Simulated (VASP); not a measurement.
**From VASP inputs to Ansatz: NaH (strained rocksalt)**

INCAR

```
LCHARG = .FALSE.
IBRION = -1
LWAVE = .FALSE.
ENCUT = 520
NELM = 120
NBANDS = 11
SIGMA = 0.01
NSW = 0
ISIF = 2
LREAL = .FALSE.
LASPH = .TRUE.
ALGO = Normal
EDIFF = 1E-7
METAGGA = R2SCAN
PREC = Accurate
ISMEAR = 0
```

KPOINTS

```
KPOINTS created by Atomic Simulation Environment
0
Gamma
10 10 10
0 0 0
```

KPOINTS_OPT

```
special points
7
Reciprocal
0.0000000000 0.0000000000 0.0000000000 1
0.5000000000 0.0000000000 0.5000000000 1
0.6250000000 0.2500000000 0.6250000000 1
0.3750000000 0.3750000000 0.7500000000 1
0.5000000000 0.5000000000 0.5000000000 1
0.5000000000 0.2500000000 0.7500000000 1
0.2447920000 -0.5000000000 -0.2500000000 1
```

POSCAR

```
Na H
 1.0000000000000000
     0.0114975801000000    2.3970223070999999    2.3970223070999999
     2.3970223070999999    0.0114975801000000    2.3970223070999999
     2.3970223070999999    2.3970223070999999    0.0114975801000000
 Na  H
   1   1
Cartesian
  0.0000000000000000  0.0000000000000000  0.0000000000000000
  2.4027710971499987  2.4027710971499987  2.4027710971499996
```

VASP ran with the recommended PBE PAW datasets (8 valence electrons in the cell).

Translate these files to an Ansatz input.



```yaml
crystal:
  lattice:
    - [0.0114975801, 2.3970223071, 2.3970223071]
    - [2.3970223071, 0.0114975801, 2.3970223071]
    - [2.3970223071, 2.3970223071, 0.0114975801]
  atoms:
    - { symbol: Na, position: [0.0, 0.0, 0.0] }
    - { symbol: H, position: [0.5, 0.5, 0.5] }
kpoints:
  mp_grid: { grid: [10, 10, 10] }
  band_path:
    path:
      - [0.0, 0.0, 0.0]
      - [0.5, 0.0, 0.5]
      - [0.625, 0.25, 0.625]
      - [0.375, 0.375, 0.75]
      - [0.5, 0.5, 0.5]
      - [0.5, 0.25, 0.75]
      - [0.244792, -0.5, -0.25]
    npoints: 1
hamiltonian:
  xc: r2scan
scf:
  occupations: { method: fixed }
  n_extra_bands: 4
output:
  forces: true
  stress: true
  eigenvalues: true
```

Other inputs would serve too.

|  | VASP | Ansatz |
| --- | --- | --- |
| gap between bands v and c | 4.38 eV | 4.37 eV |
| least direct gap | 5.26 eV | 5.27 eV |
| pressure | -0.1 GPa | 0.2 GPa |

Datasets and cutoffs are each program's own. VASP's cell holds 8 valence electrons and Ansatz's 10. Ansatz's stress includes a Pulay correction; VASP's doesn't.
